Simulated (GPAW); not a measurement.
TaN: band structure with SOGGA

Crystal: TaN.

```xyz
2
Lattice="0.0000 2.2113 2.2113 2.2113 0.0000 2.2113 2.2113 2.2113 0.0000" Properties=species:S:1:pos:R:3 pbc="T T T"
Ta    2.2113    2.2113    2.2113
N     0.0000    0.0000    0.0000
```

The cell comes from a database or a generator and needn't be the stable form of this composition.

```
Program                   : GPAW 26.7.0
Task                      : band structure
Functional                : SOGGA
Potentials or basis       : PAW data sets generated in the run's folder for this functional
Cutoff                    : 800 eV
Basis                     : pw
k mesh                    : 8 × 8 × 8
Occupations               : fermi-dirac, width 0.05 eV
Spin                      : spin-orbit coupling, no magnetisation
Maxiter                   : 150
Band path                 : GXWKGLUWLK,UX
Band points               : 80
spin axis theta (degrees) : 0
spin axis phi (degrees)   : 0
Soc after scf             : second variation
```

```
Pressure                : -11.2 GPa
Band gap along the path : none (metal or under the smearing width)
```

Levels at the corners of the path, in eV from the Fermi level:
| point | band 15 | band 16 | band 17 | band 18 | band 19 | band 20 | band 21 | band 22 |
| --- | --- | --- | --- | --- | --- | --- | --- | --- |
| Γ | -3.68 | -3.68 | -2.25 | -2.25 | -2.25 | -2.25 | -1.86 | -1.86 |
| X | -4.66 | -4.66 | -4.30 | -4.30 | 1.97 | 1.97 | 3.07 | 3.07 |
| W | -6.30 | -6.30 | -0.29 | -0.29 | -0.14 | -0.14 | 3.24 | 3.24 |
| K | -5.99 | -5.99 | -2.22 | -2.22 | 2.20 | 2.20 | 2.57 | 2.57 |
| Γ | -3.68 | -3.68 | -2.25 | -2.25 | -2.25 | -2.25 | -1.86 | -1.86 |
| L | -7.41 | -7.41 | 1.66 | 1.66 | 1.73 | 1.73 | 2.16 | 2.16 |
| U | -5.99 | -5.99 | -2.22 | -2.22 | 2.20 | 2.20 | 2.57 | 2.57 |
| W | -6.30 | -6.30 | -0.29 | -0.29 | -0.14 | -0.14 | 3.24 | 3.24 |
| L | -7.41 | -7.41 | 1.66 | 1.66 | 1.73 | 1.73 | 2.16 | 2.16 |
| K | -5.99 | -5.99 | -2.22 | -2.22 | 2.20 | 2.20 | 2.57 | 2.57 |
| U | -5.99 | -5.99 | -2.22 | -2.22 | 2.20 | 2.20 | 2.57 | 2.57 |
| X | -4.66 | -4.66 | -4.30 | -4.30 | 1.97 | 1.97 | 3.07 | 3.07 |

Wall time 42 s on 1 thread of Arm Neoverse V1, with other jobs on the host, peak memory 0.27 GiB.

Caveat: spin-orbit coupling was added after a scalar SCF, so levels and gaps hold it while energy, forces, pressure and moments don't; this program's spin-orbit splittings come out too wide for heavy elements.
